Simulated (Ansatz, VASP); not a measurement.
# SnO: VASP beside Ansatz

```
Sn O
1.0
     3.82017    0.00000    0.00000
     0.00000    3.82017    0.00000
     0.00000    0.00000   30.63191
Sn O
2 2
Direct
  0.50000 0.00000 0.46143
  0.00000 0.50000 0.53857
  0.00000 0.00000 0.50000
  0.50000 0.50000 0.50000
```

Alike in both runs: functional PBE; dispersion D3(BJ); k mesh 6 × 6 × 1; occupations gaussian, width 0.02 eV; no spin polarisation.

Ansatz relaxed the structure, and its values are those at the end. VASP's run is a single point on that final structure, the one shown.

|  | VASP | Ansatz |
| --- | --- | --- |
| version | VASP 6.6.1 | Ansatz 0.2.0 |
| potentials or method | VASP PAW PBE potentials, release 64 (Sn_d, O) | scalar-relativistic, plane waves, PAW |
| plane-wave cutoff (eV) | 520 | 420 |
| valence electrons in the cell | 40 | 40 |

VASP gave:

```
gap on the k mesh at the Fermi level (eV) : 3.09
least direct gap on the mesh (eV)         : 3.14
rms of the force components (eV/Å)        : 0.040
```

**Question.** Estimate Ansatz's values.

**Answer.** gap on the k mesh at the Fermi level (eV): 3.11; least direct gap on the mesh (eV): 3.18; rms of the force components (eV/Å): 0.000.

Caveats: spin-orbit coupling is left out, which moves the levels of the heavy elements. A hybrid or GW would open this gap; PBE tends to underestimate it.
